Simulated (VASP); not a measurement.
ZnCu2SnS4:

```
CELL_PARAMETERS angstrom
-2.71710 2.71710 5.42480
2.71710 -2.71710 5.42480
2.71710 2.71710 -5.42480
ATOMIC_POSITIONS crystal
Zn 0.25000 0.75000 0.50000
Cu 0.00000 0.00000 0.00000
Cu 0.75000 0.25000 0.50000
Sn 0.50000 0.50000 0.00000
S 0.37161 0.88441 0.99960
S 0.11559 0.11519 0.48720
S 0.88481 0.37201 0.00040
S 0.62799 0.62839 0.51280
```

| Item | Value |
| --- | --- |
| Program | VASP 6.6.1 |
| Task | relaxation of cell and atoms |
| Functional | PBE |
| Potentials or basis | VASP PAW PBE potentials, release 64 (Zn, Cu, Sn_d, S) |
| Cutoff | 600 eV |
| k mesh | 10 × 10 × 10 |
| Occupations | gaussian, width 0.03 eV |
| Spin | no spin polarisation |

At the start: pressure 2.1 GPa; volume 20.02 Å³/atom.

Problem. How do energy, volume and symmetry change on relaxing?

Solution. Over 11 steps the energy falls by 10.2 meV/atom and the volume is 20.47 Å³/atom (+2.2 %); space group I-4 (No. 82, to 0.05 Å).

The path:
| step | energy change (eV) | largest force (eV/Å) | pressure (GPa) | volume (Å³) |
| --- | --- | --- | --- | --- |
| 1 | 0.0000 | 0.5795 | 2.14 | 160.20 |
| 2 | -0.0629 | 0.1976 | -0.94 | 166.48 |
| 3 | -0.0638 | 0.2336 | -0.63 | 165.76 |
| 4 | -0.0771 | 0.1211 | -0.30 | 164.63 |
| 5 | -0.0808 | 0.0347 | 0.17 | 163.19 |
| 6 | -0.0813 | 0.0203 | 0.08 | 163.53 |
| 7 | -0.0813 | 0.0216 | 0.06 | 163.58 |
| 8 | -0.0815 | 0.0104 | -0.01 | 163.77 |
| 9 | -0.0815 | 0.0071 | -0.07 | 163.86 |
| 10 | -0.0815 | 0.0080 | -0.07 | 163.83 |
| 11 | -0.0815 | 0.0090 | -0.01 | 163.80 |

Final structure:
```xyz
8
Lattice="-2.7377 2.7377 5.4638 2.7377 -2.7377 5.4638 2.7377 2.7377 -5.4638" Properties=species:S:1:pos:R:3 pbc="T T T"
Zn    2.7377    0.0000    2.7319
Cu    0.0000    0.0000    0.0000
Cu    0.0000    2.7377    2.7319
Sn    0.0000    0.0000    5.4638
S     1.4542   -1.4130    6.8769
S     1.3247    1.2835   -1.4131
S     1.2835    4.1507    1.4131
S     1.4130    1.4542    4.0506
```
